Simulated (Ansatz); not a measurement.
# Br (diamond type): the cost of one run

Computed with Ansatz 0.2.0 (DFT PBE, with the methods named in each step, unless a step's input says otherwise).

1 further run of the same task is left out (it didn't finish). Runs told in other sessions of the task aren't counted.

## 1. The structure to begin with

It takes space group Fd-3m (No. 227, cubic). The conventional cell has a = 6.463 Å, b = 6.463 Å, c = 6.463 Å, α = 90.00°, β = 90.00°, γ = 90.00°. Around Br (site symmetry -43m) lie 4 Br at 2.80 Å.

Structure file:

```cif
data_structure
_symmetry_space_group_name_H-M 'P 1'
_symmetry_Int_Tables_number 1
_cell_length_a 4.5702
_cell_length_b 4.5702
_cell_length_c 4.5702
_cell_angle_alpha 60.000
_cell_angle_beta 60.000
_cell_angle_gamma 60.000
_cell_volume 67.50
loop_
_atom_site_label
_atom_site_type_symbol
_atom_site_fract_x
_atom_site_fract_y
_atom_site_fract_z
_atom_site_occupancy
Br1 Br 0.87500 0.87500 0.87500 1
Br2 Br 0.12500 0.12500 0.12500 1
```

Atoms are numbered in the order of the input: Br1, Br2.

## 2. The bond as given, LAPW

input.yaml reads:

```yaml
crystal:
  lattice:
    - [0.0, 3.2316520351, 3.2316520351]
    - [3.2316520351, 0.0, 3.2316520351]
    - [3.2316520351, 3.2316520351, 0.0]
  atoms:
    - { symbol: Br, position: [-0.125, -0.125, -0.125] }
    - { symbol: Br, position: [0.125, 0.125, 0.125] }
kpoints:
  mp_grid: { grid: [8, 8, 8] }
scf:
  occupations: { method: fermi_dirac, width: 0.05 }
hamiltonian:
  xc: pbe
  pseudopotentials: { kind: all_electron, lapw: { basis_error: 0.001 } }
output:
  forces: true
  stress: true
  eigenvalues: true
  populations: true
```

Started as:

```sh
$ ansatz run input.yaml --threads 1 --pin off --max-ram 2048MiB --backend cpu --events-out ev --progress --plain --runs-dir out
```

Q: Estimate wall time and peak memory on 1 thread of Arm Neoverse V1, shared host.

About 7.6 s, with a peak of 0.27 GiB.
